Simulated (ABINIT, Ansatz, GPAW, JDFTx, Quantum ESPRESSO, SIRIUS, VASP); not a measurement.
## One calculation of Si2W, 7 ways

```
W Si
1.0
    -1.60690    1.60690    3.91495
     1.60690   -1.60690    3.91495
     1.60690    1.60690   -3.91495
W Si
1 2
Direct
  0.00000 0.00000 0.00000
  0.66530 0.66530 0.00000
  0.33470 0.33470 0.00000
```

Alike in all runs: task single point; functional PBEsol; k mesh 12 × 12 × 12; occupations fermi-dirac, width 0.05 eV; no spin polarisation; no spin-orbit coupling. Pressure is positive in compression and, in plane waves, holds the error of the finite cutoff.

```tsv
program and potentials	plane-wave cutoff (eV)	notes	band gap (eV)	pressure (GPa)
GPAW, PAW data sets generated for this functional	600	-	no gap	-1.26
ABINIT, PseudoDojo NC SR PBEsol v0.4.1 standard	1007	-	no gap	-1.96
VASP, PBE PAW files Si, W_sv, 520 eV	520	potentials made for PBE	?	?
JDFTx, PseudoDojo-SR-PBEsol-0.4.1-standard with smoothed tails	1007	-	no gap	-1.96
Ansatz, all-electron LAPW, scalar-relativistic	-	-	no gap	-2.00
SIRIUS, PseudoDojo 0.4.1 PBEsol standard (scalar relativistic)	1030	-	no gap	-1.96
Quantum ESPRESSO, GBRV 1.5 PBEsol	762	-	no gap	-1.92
```

**Question.** Estimate from the other rows what the run with VASP, PBE PAW files Si, W_sv, 520 eV gave.

**Answer.** No band gap; pressure -1.63 GPa. The other rows, which needn't bracket it: pressure -2.00 to -1.26.
